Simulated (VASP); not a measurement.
# Li (Im-3m) in VASP: electric field gradients with r2SCAN

Aim: the electric field gradients of Li with r2SCAN.

Program: VASP 6.6.1. These are calculated values, not measurements. Logs are shortened: lines on timing, memory, paths and dates and some standing lists are left out, and cuts for length are marked.

### Step 1. The undisturbed crystal

The structure is cubic, space group Im-3m (No. 229). Conventional cell: a = 3.439 Å, b = 3.439 Å, c = 3.439 Å, α = 90.00°, β = 90.00°, γ = 90.00°. Li (site symmetry m-3m) has 8 Li at 2.98 Å as nearest neighbours.

### Step 2. Electric field gradients, r2SCAN (volume scaled by 1.06, crystal datasets)

Contents of POSCAR:

```
Li
1.0
   -1.7533835388      1.7533835388      1.7533835388
    1.7533835388     -1.7533835388      1.7533835388
    1.7533835388      1.7533835388     -1.7533835388
Li
1
Direct
    0.0000000000      0.0000000000      0.0000000000
```

Contents of INCAR.step1:

```
ALGO     = Normal         # electronic algorithm
EDIFF    = 1E-4           # SCF threshold, eV
ENCUT    = 520            # plane-wave cutoff, eV
GGA      = PE             # functional
ISMEAR   = -1             # smearing method
LASPH    = True           # aspherical terms in the spheres
LCHARG   = False          # write CHGCAR
LREAL    = False          # projectors in reciprocal space
LWAVE    = True           # write WAVECAR
NBANDS   = 8              # bands
NELM     = 100            # most SCF steps
PREC     = Accurate       # precision mode
SIGMA    = 0.05           # smearing width, eV
```

Contents of INCAR.step2:

```
ALGO     = Normal         # electronic algorithm
EDIFF    = 1E-8           # SCF threshold, eV
ENCUT    = 520            # plane-wave cutoff, eV
ISIF     = 2              # what is computed and relaxed
ISMEAR   = -1             # smearing method
ISTART   = 1            
LASPH    = True           # aspherical terms in the spheres
LCHARG   = False          # write CHGCAR
LEFG     = True         
LMIXTAU  = True         
LREAL    = False          # projectors in reciprocal space
LWAVE    = False          # write WAVECAR
METAGGA  = R2SCAN         # meta-GGA
NBANDS   = 8              # bands
NELM     = 100            # most SCF steps
PREC     = Accurate       # precision mode
SIGMA    = 0.05           # smearing width, eV
```

Contents of KPOINTS:

```
k-points
0
Gamma
  17 17 17
```

Potentials or basis: VASP PAW PBE potentials, release 64 (Li_sv).

The run is started by

```
$ cat potpaw_PBE.64/Li_sv/POTCAR > POTCAR
$ cp INCAR.step1 INCAR
$ mpirun -np 1 vasp_std > vasp.out
$ cp INCAR.step2 INCAR
$ mpirun -np 1 vasp_std > vasp.out
```

OUTCAR:

```text
EDIFF = 1E-8
   ENCUT = 520
   ISIF = 2
   ISMEAR = -1
   ISTART = 1
   LASPH = True
   LREAL = False
   METAGGA = R2SCAN
   NELM = 100
   PREC = Accurate

 ion  position               nearest neighbor table
   1  0.000  0.000  0.000-

  LATTYP: Found a body centered cubic cell.
 ALAT       =     3.5067670776

  Lattice vectors:

 A1 = (  -1.7533835388,   1.7533835388,   1.7533835388)
 A2 = (   1.7533835388,  -1.7533835388,   1.7533835388)
 A3 = (   1.7533835388,   1.7533835388,  -1.7533835388)

Analysis of symmetry for initial positions (statically):
=====================================================================
 Subroutine PRICEL returns:
 Original cell was already a primitive cell.

 Routine SETGRP: Setting up the symmetry group for a
 body centered cubic supercell.

 Subroutine GETGRP returns: Found 48 space group operations
 (whereof 48 operations were pure point group operations)
 out of a pool of 48 trial point group operations.

The static configuration has the point symmetry O_h .

Analysis of symmetry for dynamics (positions and initial velocities):
=====================================================================
 Subroutine PRICEL returns:
 Original cell was already a primitive cell.

 Routine SETGRP: Setting up the symmetry group for a
 body centered cubic supercell.

 Subroutine GETGRP returns: Found 48 space group operations
 (whereof 48 operations were pure point group operations)
 out of a pool of 48 trial point group operations.

The dynamic configuration has the point symmetry O_h .

 Subroutine INISYM returns: Found 48 space group operations
 (whereof 48 operations are pure point group operations),
 and found     1 'primitive' translations

----------------------------------------------------------------------------------------

                                     Primitive cell

  volume of cell :      21.5621

  direct lattice vectors                    reciprocal lattice vectors
    -1.753383539  1.753383539  1.753383539     0.000000000  0.285162937  0.285162937
     1.753383539 -1.753383539  1.753383539     0.285162937  0.000000000  0.285162937
     1.753383539  1.753383539 -1.753383539     0.285162937  0.285162937  0.000000000

  length of vectors
     3.036949374  3.036949374  3.036949374     0.403281293  0.403281293  0.403281293

  position of ions in fractional coordinates (direct lattice)
     0.000000000  0.000000000  0.000000000

  ion indices of the primitive-cell ions
   primitive index   ion index
                 1           1

----------------------------------------------------------------------------------------

 KPOINTS: k-points

Automatic generation of k-mesh.
 Grid dimensions read from file:
 generate k-points for:   17   17   17

 Generating k-lattice:

  Cartesian coordinates                     Fractional coordinates (reciprocal lattice)
     0.000000000  0.016774290  0.016774290     0.058823529  0.000000000  0.000000000
     0.016774290  0.000000000  0.016774290     0.000000000  0.058823529  0.000000000
     0.016774290  0.016774290  0.000000000     0.000000000  0.000000000  0.058823529

  Length of vectors
     0.023722429  0.023722429  0.023722429

  Shift w.r.t. Gamma in fractional coordinates (k-lattice)
     0.000000000  0.000000000  0.000000000

 Subroutine IBZKPT returns following result:
 ===========================================

 Found    165 irreducible k-points:

 Following reciprocal coordinates:
            Coordinates               Weight
  0.000000  0.000000  0.000000      1.000000
  0.058824  0.000000  0.000000     12.000000
  0.117647  0.000000  0.000000     12.000000
  0.176471  0.000000  0.000000     12.000000
  0.235294  0.000000  0.000000     12.000000
  0.294118  0.000000  0.000000     12.000000
[... 16 lines left out ...]
  0.411765  0.117647  0.000000     48.000000
  0.176471  0.176471  0.000000     24.000000
 [... further k-points ...]
   k-points           NKPTS =    165   k-points in BZ     NKDIM =    165   number of bands    NBANDS=      8
   number of dos      NEDOS =    301   number of ions     NIONS =      1
   total plane-waves  NPLWV =  13824
   dimension x,y,z NGX =    24 NGY =   24 NGZ =   24
   dimension x,y,z NGXF=    48 NGYF=   48 NGZF=   48
   ions per type =               1
   NGX,Y,Z   is equivalent  to a cutoff of  13.14, 13.14, 13.14 a.u.
   NGXF,Y,Z  is equivalent  to a cutoff of  26.28, 26.28, 26.28 a.u.
 SYSTEM =  unknown system
   PREC   = accura    normal or accurate (medium, high low for compatibility)
   ISTART =      1    job   : 0-new  1-cont  2-samecut
   ICHARG =      0    charge: 1-file 2-atom 10-const
   ISPIN  =      1    spin polarized calculation?
   LNONCOLLINEAR =      F non collinear calculations
   LSORBIT =      F    spin-orbit coupling
   LASPH  =      T    aspherical Exc in radial PAW
   ENCUT  =  520.0 eV  38.22 Ry    6.18 a.u.   5.65  5.65  5.65*2*pi/ulx,y,z
   NELM   =    100;   NELMIN=  2; NELMDL=  0     # of ELM steps
   EDIFF  = 0.1E-07   stopping-criterion for ELM
   LREAL  =      F    real-space projection
   EDIFFG = 0.1E-06   stopping-criterion for IOM
   NSW    =      0    number of steps for IOM
   IBRION =     -1    ionic relax: 0-MD 1-quasi-New 2-CG
   NFREE  =      0    steps in history (QN), initial steepest desc. (CG)
   ISIF   =      2    stress and relaxation
   ISYM   =      2    0-nonsym 1-usesym 2-fastsym
   POTIM  = 0.5000    time-step for ionic-motion
   TEBEG  =    0.0;   TEEND  =   0.0 temperature during run
   PSTRESS=    0.0 pullay stress
   NELECT =       3.0000    total number of electrons
   NUPDOWN=      -1.0000    fix difference up-down
   EMIN   =  10.00;   EMAX   =-10.00  energy-range for DOS
   EFERMI =   0.00;   METHOD = LEGACY
   ISMEAR =    -1;   SIGMA  =   0.05  broadening in eV -4-tet -1-fermi 0-gaus
   EFERMI_NEDOS =   21; number of points for ismear=-14 and -15
   IALGO  =     38    algorithm
   IMIX   =      4    mixing-type and parameters
     AMIX     =   0.40;   BMIX     =  1.00
     AMIX_MAG =   1.60;   BMIX_MAG =  1.00
  volume/ion in A,a.u.               =      21.56       145.51
  Fermi-wavevector in a.u.,A,eV,Ry     =   0.848304  1.603063  9.791027  0.719620
  Thomas-Fermi vector in A             =   1.963947
   LORBIT       =      0    0 simple, 1 ext, 2 COOP (PROOUT), +10 PAW based schemes
   METAGGA = R2SCAN    functional components
   LHFCALC =     F    Hartree Fock is set to
   AEXX    =    0.0000 exact exchange contribution
   IVDW    =     0    specifies the selected vdW correction
   LEPSILON=     F    determine dielectric tensor
   LRPA    =     F    only Hartree local field effects (RPA)
 non-spin polarized calculation
  energy-cutoff  :      520.00
  volume of cell :       21.56
 maximum number of plane-waves:       603
   NGX = 11   NGY = 11   NGZ = 11

 number of electron       2.9999991 magnetization

 Free energy of the ion-electron system (eV)
  ---------------------------------------------------
  ext. energy  EPLUGINS =         0.00000000
  ---------------------------------------------------
  free energy    TOTEN  =        -2.38213663 eV

  energy without entropy =       -2.37784309  energy(sigma->0) =       -2.37998986

 E-fermi :   0.5062     XC(G=0):  -7.2886

 val. band max:        0.4544741600   @ k =   0.1765   0.1765   0.1765
 cond. band min:       0.5063922657   @ k =  -0.2941   0.4118   0.1765
 fundamental gap:      0.0519181057
 Fermi energy:         0.5061812500

 k-point     1 :       0.0000    0.0000    0.0000
  band No.  band energies     occupation
      1     -47.7585      2.00000
      2      -3.2813      2.00000
      3      16.1383      0.00000
      4      16.1393      0.00000
      5      16.1393      0.00000
      6      20.2310      0.00000
      7      20.2310      0.00000
      8      20.2310      0.00000

 k-point     2 :       0.0588    0.0000    0.0000
  band No.  band energies     occupation
      1     -47.7578      2.00000
      2      -3.2116      2.00000
      3      15.5847      0.00000
      4      15.7268      0.00000
      5      15.9993      0.00000
      6      19.3243      0.00000
      7      19.3708      0.00000
      8      20.7194      0.00000
[... 221 lines left out ...]
 k-point    23 :       0.4118    0.1176    0.0000
  band No.  band energies     occupation
      1     -47.7419      2.00000
      2       0.9095      0.00063
      3       4.0211      0.00000
      4       9.9355      0.00000
      5      11.9836      0.00000
      6      16.8919      0.00000
      7      18.9437      0.00000
      8      23.6849      0.00000

 k-point    24 :       0.1765    0.1765    0.0000
  band No.  band energies     occupation
      1     -47.7475      2.00000
      2      -1.4060      2.00000
      3       8.8305      0.00000
      4      10.2095      0.00000
      5      12.9098      0.00000
      6      17.9767      0.00000
      7      18.5984      0.00000
      8      21.5841      0.00000

 [... further k-points ...]
[... 5 lines left out ...]
  --------------------------------------------------------------------------------------
  -------------------------------------------------------------------------------------
  Total       -0.0568280     -0.0568280     -0.0568280      0.0000000      0.0000000      0.0000000
  in kB       -4.2226219     -4.2226219     -4.2226219      0.0000000      0.0000000      0.0000000
  external PRESSURE =      -4.2226219 kB  Pullay stress =       0.0000000 kB

 VOLUME and BASIS-vectors are now :
 -----------------------------------------------------------------------------
  energy-cutoff  :      520.00
  volume of cell :       21.56
      direct lattice vectors                 reciprocal lattice vectors
    -1.753383539  1.753383539  1.753383539     0.000000000  0.285162937  0.285162937
     1.753383539 -1.753383539  1.753383539     0.285162937  0.000000000  0.285162937
     1.753383539  1.753383539 -1.753383539     0.285162937  0.285162937  0.000000000

 POSITION                                       TOTAL-FORCE (eV/Angst)
 -----------------------------------------------------------------------------------
      0.00000      0.00000      0.00000         0.000000      0.000000      0.000000
 -----------------------------------------------------------------------------------
    total drift:                                0.000000      0.000000     -0.000000

  FREE ENERGIE OF THE ION-ELECTRON SYSTEM (eV)
  ---------------------------------------------------
  free  energy   TOTEN  =        -2.3821366346 eV

  energy  without entropy=       -2.3778430915  energy(sigma->0) =       -2.37998986

 Electric field gradients (V/A^2)
---------------------------------------------------------------------
 ion       V_xx      V_yy      V_zz      V_xy      V_xz      V_yz
---------------------------------------------------------------------
   1       0.000     0.000    -0.000     0.003     0.003     0.003
---------------------------------------------------------------------

 Electric field gradients after diagonalization (V/A^2)
 (convention: |V_zz| > |V_xx| > |V_yy|)
----------------------------------------------------------------------
 ion       V_xx      V_yy      V_zz     asymmetry (V_yy - V_xx)/ V_zz
----------------------------------------------------------------------
   1      -0.003    -0.003     0.007       0.000
----------------------------------------------------------------------

           NMR quadrupolar parameters

 Cq : quadrupolar parameter    Cq=e*Q*V_zz/h
 eta: asymmetry parameters     (V_yy - V_xx)/ V_zz
 Q  : nuclear electric quadrupole moment in mb (millibarn)
----------------------------------------------------------------------
 ion       Cq(MHz)       eta       Q (mb)
----------------------------------------------------------------------
   1       0.000       0.000       1.000
----------------------------------------------------------------------
```

Wall time 81 s (1 thread of Intel Xeon Platinum 8488C (Sapphire Rapids), shared host); peak memory 0.14 GiB.

Results:

- Free energy: -2.3821 eV
- Band gap on the k mesh: none (metal or under the smearing width)

Electric field gradients, principal values (V/Å²):
| atom | Vxx | Vyy | Vzz |
| --- | --- | --- | --- |
| 1 Li | -0.003 | -0.003 | 0.007 |

Caveat: the cutoff is under 1.25 times the usual one of these potentials, so pressure, stress and relaxed cells hold a basis-set (Pulay) error; the PAW data sets were made with another functional, which shifts forces and pressure a little.
